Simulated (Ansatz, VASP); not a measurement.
**Two plane-wave programs on SnSe2**

The input INCAR:

```
  PREC = Accurate
  ENCUT = 520
  EDIFF = 1E-7
  ISMEAR = 0
  SIGMA = 0.1
  LREAL = False
  LASPH = True
  NELM = 60
  ALGO = Normal
  ISIF = 2
  LWAVE = False
  LCHARG = True
  GGA = PS
  LELF = True
  LVHAR = True
  NBANDS = 20
```

Contents of KPOINTS:

```
regular mesh
0
Gamma
  6 6 4
```

File POSCAR:

```
SnSe2
1.0
    3.8418991364      0.0000000000      0.0000000000
   -1.9209495682      3.3271822509      0.0000000000
    0.0000000000      0.0000000000      6.4858801000
Sn Se
1 2
Direct
    0.0000000000      0.0000000000      0.0000000000
    0.6666666700      0.3333333300      0.7570988600
    0.3333333300      0.6666666700      0.2429011400
```

Input for Ansatz:

```yaml
crystal:
  lattice:
    - [3.8418991364, 0.0, 0.0]
    - [-1.9209495682, 3.3271822509, 0.0]
    - [0.0, 0.0, 6.4858801]
  atoms:
    - { symbol: Sn, position: [0.0, 0.0, 0.0] }
    - { symbol: Se, position: [0.66666667, 0.33333333, 0.75709886] }
    - { symbol: Se, position: [0.33333333, 0.66666667, 0.24290114] }
basis:
  ecutwfc: 420
kpoints:
  mp_grid: { grid: [6, 6, 4] }
hamiltonian:
  xc: pbesol
scf:
  occupations: { method: gaussian, width: 0.1 }
output:
  forces: true
  stress: true
  eigenvalues: true
```

The cell is a database's computed one.

Alike in both runs: task single point; functional PBEsol; k mesh 6 × 6 × 4; occupations gaussian, width 0.1 eV; no spin polarisation.

```csv
,VASP,Ansatz
version,VASP 6.6.1,Ansatz 0.2.0
potentials or method,"VASP PAW PBE potentials, release 64 (Sn_d, Se)","scalar-relativistic, plane waves, PAW"
plane-wave cutoff (eV),520,420
valence electrons in the cell,26,46
```

Ansatz gave:

| Property | Result |
| --- | --- |
| gap on the k mesh at the Fermi level (eV) | 0.69 |
| least direct gap on the mesh (eV) | 1.11 |
| pressure (GPa) | -0.7 |
| largest component of the traceless stress (GPa) | 0.35 |
| rms of the force components (eV/Å) | 0.015 |

Task: What did VASP give for the same quantities?

Result: gap on the k mesh at the Fermi level (eV): 0.69; least direct gap on the mesh (eV): 1.11; pressure (GPa): -0.7; largest component of the traceless stress (GPa): 0.35; rms of the force components (eV/Å): 0.025.

Atom by atom the forces differ by 0.009 eV/Å (rms over components). With one functional, cell and mesh, what is left measures potentials, basis and numerics. The two sets of potentials don't hold the same shells in valence.

Caveats: the PAW data sets were made with another functional, which shifts forces and pressure a little (VASP); spin-orbit coupling is left out, which moves the levels of the heavy elements; this functional lacks dispersion, which binds the layers, so the pressure and a relaxed spacing across them are unreliable. A k mesh can miss the band edges.
